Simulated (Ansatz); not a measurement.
TiAl3: what symmetry allows forces and stress to be

```
Ti Al
1.0
     2.89230    0.00000    0.03785
     0.00000    4.52767    0.00000
     0.06533    0.00000    4.65507
Ti Al
1 3
Direct
  0.98381 0.50000 0.18014
  0.51569 0.50000 0.65224
  0.50041 0.00000 0.33176
  0.00009 0.00000 0.83586
```

Theory: DFT PBE, scalar-relativistic, plane waves, PAW (Ansatz 0.2.0).

Settings: cutoff 420 eV, Γ-centred mesh 14×10×10 on the computed 4-atom cell, Gaussian smearing of 0.10 eV; no spin polarisation.

This distorted cell has space group Pm, with 2 operations.

**Question.** Without a calculation: in which directions can each atom feel a force?

**Answer.** A force must be left unchanged by every operation that keeps its atom in place, so it lies in the space that those operations leave fixed. Atoms that the group maps onto each other feel forces of one size.
```json
{"atom": "Ti1", "site symmetry": "m", "operations at the site": "2", "equivalent to atom": "1", "allowed force (Cartesian)": "in the plane normal to (0.00, 1.00, 0.00)"}
{"atom": "Al2", "site symmetry": "m", "operations at the site": "2", "equivalent to atom": "2", "allowed force (Cartesian)": "in the plane normal to (0.00, 1.00, 0.00)"}
{"atom": "Al3", "site symmetry": "m", "operations at the site": "2", "equivalent to atom": "3", "allowed force (Cartesian)": "in the plane normal to (0.00, 1.00, 0.00)"}
{"atom": "Al4", "site symmetry": "m", "operations at the site": "2", "equivalent to atom": "4", "allowed force (Cartesian)": "in the plane normal to (0.00, 1.00, 0.00)"}
```

That leaves 8 independent force components of 12, tied by 2 conditions that the forces sum to zero, so 6 remain. A relaxation in this cell that keeps the symmetry moves the atoms in these directions alone.

**Question.** And the stress tensor?

**Answer.** It must be invariant under the point group, which leaves 4 independent components: yz, xy vanish.

**Question.** Do the computed values obey this?

**Answer.** Yes. Forces (eV/Å):
```
Ti1  0.632  0.000 -1.156
Al2 -0.474  0.000  1.398
Al3 -0.154  0.000 -0.102
Al4 -0.005  0.000 -0.140
```

Stress (GPa, compression positive, xx yy zz yz xz xy): 2.76 8.50 13.91 0.00 -3.53 0.00. The program imposes the same operations on density, forces and stress, so this confirms the analysis and is no independent test of the calculation.

This form isn't the usual stable structure of the compound.